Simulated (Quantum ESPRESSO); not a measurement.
A run of Quantum ESPRESSO 7.5:

pw.in

```
&CONTROL
  calculation = 'scf'
  prefix = 'pwscf'
  outdir = './tmp'
  pseudo_dir = './pseudo'
  tprnfor = .true.
  tstress = .true.
  disk_io = 'nowf'
/
&SYSTEM
  ibrav = 0
  nat = 2
  ntyp = 2
  ecutwfc = 88
  nbnd = 9
  occupations = 'smearing'
  smearing = 'fd'
  degauss = 0.00367493
/
&ELECTRONS
  conv_thr = 4d-10
  electron_maxstep = 120
  mixing_beta = 0.5
/
ATOMIC_SPECIES
N     14.0070 N_ONCV_PBE-1.2.upf
B     10.8100 B_ONCV_PBE-1.2.upf
CELL_PARAMETERS angstrom
   0.0000000000    1.8130010000    1.8130010000
   1.8130010000    0.0000000000    1.8130010000
   1.8130010000    1.8130010000    0.0000000000
ATOMIC_POSITIONS crystal
N      0.2500000000    0.2500000000    0.2500000000
B      0.0000000000    0.0000000000    0.0000000000
K_POINTS automatic
8 8 8 0 0 0
```

Potentials or basis: SG15 PBE 1.2.

Launch:

```bash
$ OMP_NUM_THREADS=1 mpirun -n 4 pw.x -nk 4 -in pw.in > pw.out
```

Hardware: 4 MPI ranks on Intel(R) Xeon(R) Processor @ 2.50GHz (Skylake/Cascade Lake) (shared host).

**Question.** How long does it take, and how much memory?

**Answer.** Wall time 3.7 s on 4 MPI ranks on Intel(R) Xeon(R) Processor @ 2.50GHz (Skylake/Cascade Lake) (shared host), peak memory 0.2 GiB a rank. Counts: scf iterations 8, k pools 4, bands 9, k points 29, g dense 8873.
